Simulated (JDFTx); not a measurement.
Here is a JDFTx 1.7.0 (patched build) calculation.

Contents of SnSe2.in:

```
lattice \
    7.2017462609    -3.6008731305     0.0000000000 \
    0.0000000000     6.2368952135     0.0000000000 \
    0.0000000000     0.0000000000    11.5953595007
coords-type Lattice
ion Sn     0.0000000000     0.0000000000     0.0000000000 1
ion Se     0.6666666667     0.3333333333     0.7510000000 1
ion Se     0.3333333333     0.6666666667     0.2490000000 1

ion-species pseudo/Sn.upf
ion-species pseudo/Se.upf
elec-cutoff 43 344
elec-ex-corr gga-PBE
kpoint-folding 8 8 5
elec-smearing Fermi 0.0018374661
elec-n-bands 31
electronic-SCF nIterations 100 energyDiffThreshold 1e-09
electronic-minimize nIterations 30 energyDiffThreshold 1e-7
converge-empty-states yes
forces-output-coords Cartesian

dump-name run.$VAR
dump End Ecomponents EigStats BandEigs Kpoints Forces Stress
```

Potentials or basis: PseudoDojo-SR-PBE-0.5-standard.

Command:

```sh
$ jdftx -c 1 -i SnSe2.in -o SnSe2.out
```

Task: Estimate the pressure.

Result: 5.7 GPa.

Task: Predict the Loewdin charges.

Result: Sn +0.59; Se -0.24 e.

Task: What does it give for the band gap on the k mesh?

Result: 0.79 eV, indirect (least direct gap 1.06 eV).

Forces on the atoms (eV/Å):
```
Sn   0.000  0.000  0.000
Se   0.000  0.000 -0.818
Se   0.000  0.000  0.818
```

Caveat: spin-orbit coupling is left out, which moves the levels of the heavy elements; an odd mesh through Γ misses points on the zone boundary, where band edges often lie; this functional lacks dispersion, which binds the layers, so the pressure and a relaxed spacing across them are unreliable.
